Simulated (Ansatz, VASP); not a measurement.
## One calculation of Na, two programs

File INCAR:

```
PREC = Accurate ; ENCUT = 520
EDIFF = 1E-6 ; ISMEAR = -1
SIGMA = 0.05 ; LREAL = False
LASPH = True ; NELM = 80
ALGO = Normal ; ISIF = 2
LWAVE = False ; LCHARG = False
NBANDS = 10
```

The input KPOINTS:

```
Automatic mesh
0
Gamma
  5 5 5
```

The input POSCAR:

```
Na
1.0
   -2.1410000000      2.1410000000      2.1410000000
    2.1410000000     -2.1410000000      2.1410000000
    2.1410000000      2.1410000000     -2.1410000000
Na
1
Direct
    0.0000000000      0.0000000000      0.0000000000
```

The input input.yaml:

```yaml
crystal:
  lattice:
    - [-2.141, 2.141, 2.141]
    - [2.141, -2.141, 2.141]
    - [2.141, 2.141, -2.141]
  atoms:
    - { symbol: Na, position: [0.0, 0.0, 0.0] }
hamiltonian:
  xc: lda
  pseudopotentials: { kind: paw }
kpoints:
  mp_grid: { grid: [5, 5, 5] }
  band_path:
    path:
      - [[0.0, 0.0, 0.0], [0.5, -0.5, 0.5], [0.0, 0.0, 0.5], [0.0, 0.0, 0.0], [0.25, 0.25, 0.25], [0.5, -0.5, 0.5]]
      - [[0.25, 0.25, 0.25], [0.0, 0.0, 0.5]]
    npoints: 14
scf:
  occupations: { method: fermi_dirac, width: 0.05 }
  n_extra_bands: 6
output:
  forces: true
  stress: true
  eigenvalues: true
  fatbands: true
```

Alike in both runs: functional LDA; k mesh 5 × 5 × 5; occupations fermi-dirac, width 0.05 eV; no spin polarisation.

```csv
,VASP,Ansatz
version,VASP 6.6.1,Ansatz 0.2.0
potentials or method,"VASP PAW LDA potentials, release 64 (Na_pv)",Ansatz PAW
plane-wave cutoff (eV),520,420
valence electrons in the cell,7,9
task,single point,band structure
```

```csv
,VASP,Ansatz,Ansatz less VASP
gap on the k mesh at the Fermi level (eV),none,none,-
pressure (GPa),-1.1,-1.1,+0.02
```

A gap of «none» marks a metal or a gap that the smearing closes. The two sets of potentials don't hold the same shells in valence.

Caveats: the k mesh is coarse (spacing up to 0.42 Å⁻¹), so the values aren't converged; the PAW data sets come from PBE, with cores solved anew for the run's functional, which leaves a small shift of forces and pressure (Ansatz).
